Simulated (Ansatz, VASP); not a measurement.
## One calculation of C, two programs

The input POSCAR:

```
C
1.0
   -0.0601681960      1.7199559465      1.7199559465
    1.7199559465     -0.0601681960      1.7199559465
    1.7199559465      1.7199559465     -0.0601681960
C
2
Direct
   -0.0008463534     -0.0008463534     -0.0008463534
    0.2508463534      0.2508463534      0.2508463534
```

INCAR.step1

```
SYSTEM = C
ALGO     = Normal         ! electronic algorithm
EDIFF    = 1E-4           ! SCF threshold, eV
ENCUT    = 520            ! plane-wave cutoff, eV
GGA      = PE             ! functional
ISMEAR   = 0              ! smearing method
LASPH    = .TRUE.         ! aspherical terms in the spheres
LCHARG   = .FALSE.        ! write CHGCAR
LREAL    = .FALSE.        ! projectors in reciprocal space
LWAVE    = .TRUE.         ! write WAVECAR
NBANDS   = 11             ! bands
NELM     = 80             ! most SCF steps
PREC     = Accurate       ! precision mode
SIGMA    = 0.01           ! smearing width, eV
```

Contents of INCAR.step2:

```
SYSTEM = C
ALGO     = Normal         ! electronic algorithm
EDIFF    = 1E-6           ! SCF threshold, eV
ENCUT    = 520            ! plane-wave cutoff, eV
ISIF     = 2              ! what is computed and relaxed
ISMEAR   = 0              ! smearing method
ISTART   = 1            
LASPH    = .TRUE.         ! aspherical terms in the spheres
LCHARG   = .FALSE.        ! write CHGCAR
LMIXTAU  = .TRUE.       
LREAL    = .FALSE.        ! projectors in reciprocal space
LWAVE    = .FALSE.        ! write WAVECAR
METAGGA  = R2SCAN         ! meta-GGA
NBANDS   = 11             ! bands
NELM     = 80             ! most SCF steps
PREC     = Accurate       ! precision mode
SIGMA    = 0.01           ! smearing width, eV
```

File KPOINTS:

```
k-points
0
G
  12 12 12
  0 0 0
```

Input for Ansatz:

```yaml
crystal:
  lattice:
    - [-0.060168196, 1.7199559465, 1.7199559465]
    - [1.7199559465, -0.060168196, 1.7199559465]
    - [1.7199559465, 1.7199559465, -0.060168196]
  atoms:
    - { symbol: C, position: [-0.0008463534, -0.0008463534, -0.0008463534] }
    - { symbol: C, position: [0.2508463534, 0.2508463534, 0.2508463534] }
kpoints:
  mp_grid: { grid: [12, 12, 12] }
  band_path:
    path:
      - [0.0, 0.0, 0.0]
      - [0.5, 0.0, 0.5]
      - [0.625, 0.25, 0.625]
      - [0.375, 0.375, 0.75]
      - [0.5, 0.5, 0.5]
      - [0.5, 0.25, 0.75]
      - [0.35, 0.0, 0.35]
    npoints: 1
hamiltonian:
  xc: r2scan
scf:
  occupations: { method: fixed }
  n_extra_bands: 4
output:
  forces: true
  stress: true
  eigenvalues: true
```

Change from the starting cell: shear_111 strain -5.1%.

Alike in both runs: task single point; functional r2SCAN; k mesh 12 × 12 × 12; no spin polarisation.

|  | VASP | Ansatz |
| --- | --- | --- |
| version | VASP 6.6.1 | Ansatz 0.2.0 |
| potentials or method | VASP PAW PBE potentials, release 64 (C) | plane waves, PAW |
| plane-wave cutoff (eV) | 520 | 500 |
| occupations | gaussian, width 0.01 eV | fixed |
| valence electrons in the cell | 8 | 8 |

|  | VASP | Ansatz | Ansatz less VASP |
| --- | --- | --- | --- |
| gap on the k mesh at the Fermi level (eV) | 4.16 | 4.19 | +0.026 |
| pressure (GPa) | 28.5 | 27.1 | -1.36 |
| largest component of the traceless stress (GPa) | 23.21 | 23.07 | -0.140 |
| rms of the force components (eV/Å) | 0.015 | 0.002 | -0.0131 |

Atom by atom the forces differ by 0.013 eV/Å (rms over components).

Caveats: so large a pressure means that the cell lies far from this level's equilibrium, or that cutoff or potentials fall short (VASP); the potentials were made for another functional, which shifts forces and pressure (VASP).
